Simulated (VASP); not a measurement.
# Hf (Im-3m) in VASP: notebook

The runs below take Hf through relaxation of cell and atoms, with LDA.

All numbers are computed with VASP 6.6.1; they aren't measurements. Logs are shortened: lines on timing, memory, paths and dates and some standing lists are left out, and cuts for length are marked.

## Step 1: The structure

The structure is cubic, space group Im-3m (No. 229). Conventional cell: a = 3.342 Å, b = 3.342 Å, c = 3.342 Å, α = 90.00°, β = 90.00°, γ = 90.00°. Hf (site symmetry m-3m) is surrounded by 8 Hf at 2.89 Å.

This isn't the form of Hf at room conditions, which is hcp.

## Step 2: Relaxation of cell and atoms, LDA, target pressure 0.0001 GPa, at which the enthalpy is minimised

INCAR

```
  ALGO = Normal
  EDIFF = 1E-7
  EDIFFG = -0.002
  ENCUT = 520
  GGA = CA
  IBRION = 2
  ISIF = 3
  ISMEAR = 0
  LASPH = True
  LCHARG = False
  LREAL = False
  LWAVE = False
  NELM = 80
  NSW = 80
  PREC = Accurate
  PSTRESS = 0.001
  SIGMA = 0.1
```

KPOINTS

```
k-points
0
Gamma
  16 16 16
```

POSCAR

```
Hf                                      
1.0
   -1.6708115466      1.6708115466      1.6708115466
    1.6708115466     -1.6708115466      1.6708115466
    1.6708115466      1.6708115466     -1.6708115466
  Hf            
     1
Direct
     0.0000000000000000    0.0000000000000000    0.0000000000000000
```

Potentials or basis: VASP PAW LDA potentials, release 64 (Hf_pv).

The run is started by

```sh
$ cat potpaw_LDA.64/Hf_pv/POTCAR > POTCAR
$ mpirun -np 1 vasp_std > vasp.out
```

OUTCAR:

```text
EDIFF = 1E-7
   EDIFFG = -0.002
   ENCUT = 520
   GGA = CA
   IBRION = 2
   ISIF = 3
   ISMEAR = 0
   LASPH = True
   LREAL = False
   NELM = 80
   NSW = 80
   PREC = Accurate
   PSTRESS = 0.001

 ion  position               nearest neighbor table
   1  0.000  0.000  0.000-

  LATTYP: Found a body centered cubic cell.
 ALAT       =     3.3416230932

  Lattice vectors:

 A1 = (  -1.6708115466,   1.6708115466,   1.6708115466)
 A2 = (   1.6708115466,  -1.6708115466,   1.6708115466)
 A3 = (   1.6708115466,   1.6708115466,  -1.6708115466)

Analysis of symmetry for initial positions (statically):
=====================================================================
 Subroutine PRICEL returns:
 Original cell was already a primitive cell.

 Routine SETGRP: Setting up the symmetry group for a
 body centered cubic supercell.

 Subroutine GETGRP returns: Found 48 space group operations
 (whereof 48 operations were pure point group operations)
 out of a pool of 48 trial point group operations.

The static configuration has the point symmetry O_h .

Analysis of symmetry for dynamics (positions and initial velocities):
=====================================================================
 Subroutine PRICEL returns:
 Original cell was already a primitive cell.

 Routine SETGRP: Setting up the symmetry group for a
 body centered cubic supercell.

 Subroutine GETGRP returns: Found 48 space group operations
 (whereof 48 operations were pure point group operations)
 out of a pool of 48 trial point group operations.

The dynamic configuration has the point symmetry O_h .

 Subroutine INISYM returns: Found 48 space group operations
 (whereof 48 operations are pure point group operations),
 and found     1 'primitive' translations

----------------------------------------------------------------------------------------

                                     Primitive cell

  volume of cell :      18.6570

  direct lattice vectors                    reciprocal lattice vectors
    -1.670811547  1.670811547  1.670811547     0.000000000  0.299255772  0.299255772
     1.670811547 -1.670811547  1.670811547     0.299255772  0.000000000  0.299255772
     1.670811547  1.670811547 -1.670811547     0.299255772  0.299255772  0.000000000

  length of vectors
     2.893930489  2.893930489  2.893930489     0.423211572  0.423211572  0.423211572

  position of ions in fractional coordinates (direct lattice)
     0.000000000  0.000000000  0.000000000

  ion indices of the primitive-cell ions
   primitive index   ion index
                 1           1

----------------------------------------------------------------------------------------

 KPOINTS: k-points

Automatic generation of k-mesh.
 Grid dimensions read from file:
 generate k-points for:   16   16   16

 Generating k-lattice:

  Cartesian coordinates                     Fractional coordinates (reciprocal lattice)
     0.000000000  0.018703486  0.018703486     0.062500000  0.000000000  0.000000000
     0.018703486  0.000000000  0.018703486     0.000000000  0.062500000  0.000000000
     0.018703486  0.018703486  0.000000000     0.000000000  0.000000000  0.062500000

  Length of vectors
     0.026450723  0.026450723  0.026450723

  Shift w.r.t. Gamma in fractional coordinates (k-lattice)
     0.000000000  0.000000000  0.000000000

 Subroutine IBZKPT returns following result:
 ===========================================

 Found    145 irreducible k-points:

 Following reciprocal coordinates:
            Coordinates               Weight
  0.000000  0.000000  0.000000      1.000000
  0.062500  0.000000  0.000000     12.000000
  0.125000  0.000000  0.000000     12.000000
  0.187500  0.000000  0.000000     12.000000
  0.250000  0.000000  0.000000     12.000000
  0.312500  0.000000  0.000000     12.000000
[... 16 lines left out ...]
  0.187500  0.187500  0.000000     24.000000
  0.250000  0.187500 -0.000000     48.000000
 [... further k-points ...]
   k-points           NKPTS =    145   k-points in BZ     NKDIM =    145   number of bands    NBANDS=      9
   number of dos      NEDOS =    301   number of ions     NIONS =      1
   total plane-waves  NPLWV =  13824
   dimension x,y,z NGX =    24 NGY =   24 NGZ =   24
   dimension x,y,z NGXF=    48 NGYF=   48 NGZF=   48
   ions per type =               1
   NGX,Y,Z   is equivalent  to a cutoff of  13.79, 13.79, 13.79 a.u.
   NGXF,Y,Z  is equivalent  to a cutoff of  27.57, 27.57, 27.57 a.u.
 SYSTEM =  unknown system
   PREC   = accura    normal or accurate (medium, high low for compatibility)
   ISTART =      0    job   : 0-new  1-cont  2-samecut
   ICHARG =      2    charge: 1-file 2-atom 10-const
   ISPIN  =      1    spin polarized calculation?
   LNONCOLLINEAR =      F non collinear calculations
   LSORBIT =      F    spin-orbit coupling
   LASPH  =      T    aspherical Exc in radial PAW
   ENCUT  =  520.0 eV  38.22 Ry    6.18 a.u.   5.38  5.38  5.38*2*pi/ulx,y,z
   NELM   =     80;   NELMIN=  2; NELMDL= -5     # of ELM steps
   EDIFF  = 0.1E-06   stopping-criterion for ELM
   LREAL  =      F    real-space projection
   EDIFFG = -.2E-02   stopping-criterion for IOM
   NSW    =     80    number of steps for IOM
   IBRION =      2    ionic relax: 0-MD 1-quasi-New 2-CG
   NFREE  =      1    steps in history (QN), initial steepest desc. (CG)
   ISIF   =      3    stress and relaxation
   ISYM   =      2    0-nonsym 1-usesym 2-fastsym
   POTIM  = 0.5000    time-step for ionic-motion
   TEBEG  =    0.0;   TEEND  =   0.0 temperature during run
   PSTRESS=    0.0 pullay stress
   NELECT =      10.0000    total number of electrons
   NUPDOWN=      -1.0000    fix difference up-down
   EMIN   =  10.00;   EMAX   =-10.00  energy-range for DOS
   EFERMI =   0.00;   METHOD = LEGACY
   ISMEAR =     0;   SIGMA  =   0.10  broadening in eV -4-tet -1-fermi 0-gaus
   EFERMI_NEDOS =   21; number of points for ismear=-14 and -15
   IALGO  =     38    algorithm
   IMIX   =      4    mixing-type and parameters
     AMIX     =   0.40;   BMIX     =  1.00
     AMIX_MAG =   1.60;   BMIX_MAG =  1.00
  volume/ion in A,a.u.               =      18.66       125.90
  Fermi-wavevector in a.u.,A,eV,Ry     =   1.329824  2.513002 24.060961  1.768431
  Thomas-Fermi vector in A             =   2.458957
   LORBIT       =      0    0 simple, 1 ext, 2 COOP (PROOUT), +10 PAW based schemes
   GGA     = CA    functional components
   LHFCALC =     F    Hartree Fock is set to
   AEXX    =    0.0000 exact exchange contribution
   IVDW    =     0    specifies the selected vdW correction
   LEPSILON=     F    determine dielectric tensor
   LRPA    =     F    only Hartree local field effects (RPA)
 conjugate gradient relaxation of ions
 non-spin polarized calculation
 Gauss-broadening in eV      SIGMA  =   0.10
  energy-cutoff  :      520.00
  volume of cell :       18.66
 maximum number of plane-waves:       531
 NGX is ok and might be reduce to    24
   NGX = 11   NGY = 11   NGZ = 11

--------------------------------------- Ionic step        1  -------------------------------------------

 number of electron      10.0000000 magnetization

 number of electron       9.9999999 magnetization

 Free energy of the ion-electron system (eV)
  ---------------------------------------------------
  ext. energy  EPLUGINS =         0.00000000
  ---------------------------------------------------
  free energy    TOTEN  =       -10.49068991 eV

  energy without entropy =      -10.48303877  energy(sigma->0) =      -10.48686434

------------------------ aborting loop because EDIFF is reached ----------------------------------------

  FORCE on cell =-STRESS in cart. coord.  units (eV):
  Direction    XX          YY          ZZ          XY          YZ          ZX
  --------------------------------------------------------------------------------------
  -------------------------------------------------------------------------------------
  Total        1.3990008      1.3990008      1.3990008      0.0000000      0.0000000      0.0000000
  in kB      120.1395947    120.1395947    120.1395947      0.0000000      0.0000000      0.0000000
  external PRESSURE =     120.1385947 kB  Pullay stress =       0.0010000 kB
[... 96 lines left out ...]
  enthalpy is  TOTEN    =       -10.5531930457 eV   P V=        0.0000127793

--------------------------------------- Ionic step        4  -------------------------------------------

 number of electron      10.0000001 magnetization

 Free energy of the ion-electron system (eV)
  ---------------------------------------------------
  ext. energy  EPLUGINS =         0.00000000
  ---------------------------------------------------
  free energy    TOTEN  =       -10.55322872 eV

  energy without entropy =      -10.54474950  energy(sigma->0) =      -10.54898911

 E-fermi :   5.0878     XC(G=0): -11.8856

 val. band max:        5.0796794750   @ k =  -0.3125   0.3125   0.0625
 cond. band min:       5.0986207180   @ k =   0.2500   0.2500   0.0000
 fundamental gap:      0.0189412430
 Fermi energy:         5.0877593472

 k-point     1 :       0.0000    0.0000    0.0000
  band No.  band energies     occupation
      1     -24.2367      2.00000
      2     -24.2367      2.00000
      3     -24.2367      2.00000
      4      -2.1638      2.00000
      5       6.5932      0.00000
      6       6.5932      0.00000
      7       6.5932      0.00000
      8       9.6596      0.00000
      9       9.6596      0.00000
[... 265 lines left out ...]
 k-point    24 :       0.2500    0.1875   -0.0000
  band No.  band energies     occupation
      1     -25.1226      2.00000
      2     -24.6019      2.00000
      3     -24.3340      2.00000
      4       1.9172      2.00000
      5       4.5152      2.00000
      6       5.1011      0.84983
      7       9.0268      0.00000
      8      10.5143      0.00000
      9      12.1762      0.00000

 [... further k-points ...]
[... 5 lines left out ...]
  --------------------------------------------------------------------------------------
  -------------------------------------------------------------------------------------
  Total        0.0008943      0.0008943      0.0008943     -0.0000000      0.0000000      0.0000000
  in kB        0.0701069      0.0701069      0.0701069     -0.0000000      0.0000000      0.0000000
  external PRESSURE =       0.0691069 kB  Pullay stress =       0.0010000 kB
[... 16 lines left out ...]
  FREE ENERGIE OF THE ION-ELECTRON SYSTEM (eV)
  ---------------------------------------------------
  free  energy   TOTEN  =       -10.5532287220 eV

  energy  without entropy=      -10.5447494985  energy(sigma->0) =      -10.54898911

  enthalpy is  TOTEN    =       -10.5532159661 eV   P V=        0.0000127559

 reached required accuracy - stopping structural energy minimisation
```

Wall time 18 s (1 thread of Intel Xeon 6975P-C (Granite Rapids), shared host); peak memory 0.16 GiB.

What came out:

| Quantity | Value |
| --- | --- |
| Free energy | -10.5532 eV |
| Relaxed volume | 20.44 Å³/atom |
| Relaxed cell | a = 2.983 Å, b = 2.983 Å, c = 2.983 Å, α = 109.47°, β = 109.47°, γ = 109.47° |
| Space group after relaxing (to 0.05 Å) | Im-3m (No. 229) |
| Energy change on relaxing (the enthalpy is what falls) | -62.5 meV/atom |
| Ionic steps | 4 |
| Pressure after relaxing | 0.0 GPa |
| Band gap on the k mesh | none (metal or under the smearing width) |

Step by step:
| step | energy change (eV) | largest force (eV/Å) | pressure (GPa) | volume (Å³) |
| --- | --- | --- | --- | --- |
| 1 | 0.0000 | 0.0000 | 12.01 | 18.66 |
| 2 | 0.0141 | 0.0000 | -10.12 | 22.70 |
| 3 | -0.0625 | 0.0000 | -0.20 | 20.47 |
| 4 | -0.0625 | 0.0000 | 0.01 | 20.44 |

Final structure:
```
Hf
1.0
    -1.72235    1.72235    1.72235
     1.72235   -1.72235    1.72235
     1.72235    1.72235   -1.72235
Hf
1
Direct
  0.00000 0.00000 0.00000
```

Caveat: the cell is relaxed towards a set pressure, so the enthalpy falls and the energy may rise.

## Step 3: Relaxation of cell and atoms, LDA, target pressure 0.0001 GPa, at which the enthalpy is minimised

This run uses another cell than the first one, of 20.44 Å³/atom, 1.095 times its volume.

INCAR is that of step 2.

KPOINTS is that of step 2.

POSCAR

```
Hf                                      
1.0
   -1.7223469495      1.7223469495      1.7223469495
    1.7223469495     -1.7223469495      1.7223469495
    1.7223469495      1.7223469495     -1.7223469495
  Hf            
     1
Direct
     0.0000000000000000    0.0000000000000000    0.0000000000000000
```

Potentials or basis: VASP PAW LDA potentials, release 64 (Hf_pv).

The run is started by

```sh
$ cat potpaw_LDA.64/Hf_pv/POTCAR > POTCAR
$ mpirun -np 1 vasp_std > vasp.out
```

Run time: 6.8 s. Hardware: 1 thread of Intel Xeon 6975P-C (Granite Rapids), shared host; peak memory 0.15 GiB.

The run converged. Its results:

```yaml
Free_energy: -10.5536 eV
Pressure_after_relaxing: 0.0 GPa
Band_gap_on_the_k_mesh: none (metal or under the smearing width)
```

Final structure:
```
Hf
1.0
    -1.72235    1.72235    1.72235
     1.72235   -1.72235    1.72235
     1.72235    1.72235   -1.72235
Hf
1
Cartesian
  0.0000 0.0000 0.0000
```

Levels at points of the mesh, in eV from the Fermi level:
| k point | band 1 | band 2 | band 3 | band 4 | band 5 | band 6 | band 7 | band 8 | band 9 |
| --- | --- | --- | --- | --- | --- | --- | --- | --- | --- |
| (0.00, 0.00, 0.00) | -29.32 | -29.32 | -29.32 | -7.25 | 1.51 | 1.51 | 1.51 | 4.57 | 4.57 |
| (0.50, 0.00, 0.00) | -30.45 | -29.68 | -29.33 | -3.66 | -0.72 | 1.61 | 4.44 | 5.53 | 8.37 |
| (0.50, 0.50, 0.50) | -30.10 | -30.10 | -30.10 | -2.99 | -2.99 | 7.41 | 7.41 | 7.41 | 8.08 |

Caveat: the relaxation stopped at its first step, so nothing moved; the cell is relaxed towards a set pressure, so the enthalpy falls and the energy may rise.

## Step 4: Relaxation of cell and atoms, LDA, target pressure 100 GPa, at which the enthalpy is minimised

This run uses another cell than the first one, of 14.24 Å³/atom, 0.763 times its volume.

INCAR: that of step 3 with these lines changed.

```diff
@@ -15,3 +15,3 @@
   PREC = Accurate
-  PSTRESS = 0.001
+  PSTRESS = 1000
   SIGMA = 0.1
```

KPOINTS is that of step 3.

POSCAR

```
Hf                                      
1.0
   -1.5268438079      1.5268438079      1.5268438079
    1.5268438079     -1.5268438079      1.5268438079
    1.5268438079      1.5268438079     -1.5268438079
  Hf            
     1
Direct
     0.0000000000000000    0.0000000000000000    0.0000000000000000
```

Potentials or basis: VASP PAW LDA potentials, release 64 (Hf_pv).

The run is started by

```sh
$ cat potpaw_LDA.64/Hf_pv/POTCAR > POTCAR
$ mpirun -np 1 vasp_std > vasp.out
```

OUTCAR:

```text
EDIFF = 1E-7
   EDIFFG = -0.002
   ENCUT = 520
   GGA = CA
   IBRION = 2
   ISIF = 3
   ISMEAR = 0
   LASPH = True
   LREAL = False
   NELM = 80
   NSW = 80
   PREC = Accurate
   PSTRESS = 1000

 ion  position               nearest neighbor table
   1  0.000  0.000  0.000-

  LATTYP: Found a body centered cubic cell.
 ALAT       =     3.0536876158

  Lattice vectors:

 A1 = (  -1.5268438079,   1.5268438079,   1.5268438079)
 A2 = (   1.5268438079,  -1.5268438079,   1.5268438079)
 A3 = (   1.5268438079,   1.5268438079,  -1.5268438079)

Analysis of symmetry for initial positions (statically):
=====================================================================
 Subroutine PRICEL returns:
[... 214 lines left out ...]
 val. band max:       11.6914449121   @ k =   0.5000   0.5000   0.1875
 cond. band min:      11.7124419211   @ k =  -0.4375  -0.4375   0.1875
 fundamental gap:      0.0209970091
 Fermi energy:        11.6923387193

 k-point     1 :       0.0000    0.0000    0.0000
  band No.  band energies     occupation
      1     -14.8530      2.00000
      2     -14.8530      2.00000
      3     -14.8530      2.00000
      4       4.3582      2.00000
      5      12.9538      0.00000
      6      12.9538      0.00000
      7      12.9538      0.00000
      8      18.7159      0.00000
      9      18.7159      0.00000
[... 460 lines left out ...]
--------------------------------------- Ionic step        7  -------------------------------------------

 number of electron      10.0000003 magnetization

 Free energy of the ion-electron system (eV)
  ---------------------------------------------------
  ext. energy  EPLUGINS =         0.00000000
  ---------------------------------------------------
  free energy    TOTEN  =        -8.98479611 eV

  energy without entropy =       -8.98178085  energy(sigma->0) =       -8.98328848

 E-fermi :   8.6420     XC(G=0): -14.0254

 val. band max:        8.6338598722   @ k =   0.1875   0.0625   0.0625
 cond. band min:       8.6518793984   @ k =   0.1875   0.1250   0.0000
 fundamental gap:      0.0180195262
 Fermi energy:         8.6420099505

 k-point     1 :       0.0000    0.0000    0.0000
  band No.  band energies     occupation
      1     -19.0188      2.00000
      2     -19.0188      2.00000
      3     -19.0188      2.00000
      4       0.6895      2.00000
      5      10.2310      0.00000
      6      10.2310      0.00000
      7      10.2310      0.00000
      8      14.7943      0.00000
      9      14.7943      0.00000
[... 308 lines left out ...]
  energy  without entropy=       -8.9817808462  energy(sigma->0) =       -8.98328848

  enthalpy is  TOTEN    =        -0.6331918675 eV   P V=        8.3516042398

 reached required accuracy - stopping structural energy minimisation
```

It took 23 s on 1 thread of Intel Xeon 6975P-C (Granite Rapids), shared host; peak memory 0.14 GiB.

Results:

* Free energy: -8.9848 eV
* Relaxed volume: 13.38 Å³/atom
* Relaxed cell: a = 2.590 Å, b = 2.590 Å, c = 2.590 Å, α = 109.47°, β = 109.47°, γ = 109.47°
* Space group after relaxing (to 0.05 Å): Im-3m (No. 229)
* Energy change on relaxing (the enthalpy is what falls): +465.3 meV/atom
* Ionic steps: 7
* Pressure after relaxing: 100.0 GPa
* Band gap on the k mesh: none (metal or under the smearing width)

The path:
| step | energy change (eV) | largest force (eV/Å) | pressure (GPa) | volume (Å³) |
| --- | --- | --- | --- | --- |
| 1 | 0.0000 | 0.0000 | 75.01 | 14.24 |
| 2 | 4.0184 | 0.0000 | 284.80 | 10.13 |
| 3 | 0.4134 | 0.0000 | 97.27 | 13.47 |
| 4 | 0.4565 | 0.0000 | 99.55 | 13.39 |
| 5 | 0.4668 | 0.0000 | 100.06 | 13.38 |
| 6 | 0.4615 | 0.0000 | 99.83 | 13.39 |
| 7 | 0.4653 | 0.0000 | 100.01 | 13.38 |

Final structure:
```xyz
1
Lattice="-1.4956 1.4956 1.4956 1.4956 -1.4956 1.4956 1.4956 1.4956 -1.4956" Properties=species:S:1:pos:R:3 pbc="T T T"
Hf    0.0000    0.0000    0.0000
```

Levels at points of the mesh, in eV from the Fermi level:
| k point | band 2 | band 3 | band 4 | band 5 | band 6 | band 7 | band 8 | band 9 |
| --- | --- | --- | --- | --- | --- | --- | --- | --- |
| (0.00, 0.00, 0.00) | -27.66 | -27.66 | -7.95 | 1.59 | 1.59 | 1.59 | 6.15 | 6.15 |
| (0.50, 0.00, 0.00) | -28.81 | -27.74 | -5.41 | -2.03 | 5.12 | 6.59 | 8.14 | 13.29 |
| (0.50, 0.50, 0.50) | -30.17 | -30.17 | -5.71 | -5.71 | 11.43 | 11.43 | 11.43 | 13.21 |

Caveat: the cell is relaxed towards a set pressure, so the enthalpy falls and the energy may rise. Zero-point motion and thermal expansion aren't in these numbers.

(Part 1 of 2 ends here.)
